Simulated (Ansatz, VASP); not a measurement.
Two plane-wave programs on Pt

```
Pt
1.0
     2.68857    0.00047   -0.00067
    -1.34389    2.32990   -0.00215
    -0.00115   -0.00525    4.85372
Pt
2
Direct
  0.66972 0.32313 0.73096
  0.31333 0.71713 0.22819
```

This isn't the form of Pt at room conditions, which is fcc.

Alike in both runs: task single point; functional PBEsol; k mesh 7 × 7 × 4; no spin polarisation.

|  | VASP | Ansatz |
| --- | --- | --- |
| version | VASP 6.6.1 | Ansatz 0.2.0 |
| potentials or method | VASP PAW PBE potentials, release 64 (Pt) | plane waves, PAW |
| plane-wave cutoff (eV) | 520 | 420 |
| occupations | methfessel-paxton of order 1, width 0.1 eV | cold |
| valence electrons in the cell | 20 | 36 |

VASP gave:

```
pressure (GPa)                                  : 0.2
largest component of the traceless stress (GPa) : 1.92
rms of the force components (eV/Å)              : 0.114
```

What did Ansatz give for the same quantities?

Pressure (GPa): 0.6; largest component of the traceless stress (GPa): 1.87; rms of the force components (eV/Å): 0.110.

Atom by atom the forces differ by 0.008 eV/Å (rms over components). The two sets of potentials don't hold the same shells in valence.

Caveats: the k mesh is coarse (spacing up to 0.39 Å⁻¹), so the values aren't converged; the PAW data sets were made with another functional, which shifts forces and pressure a little (VASP). The runs have no spin-orbit coupling, so splittings on Pt are missing.
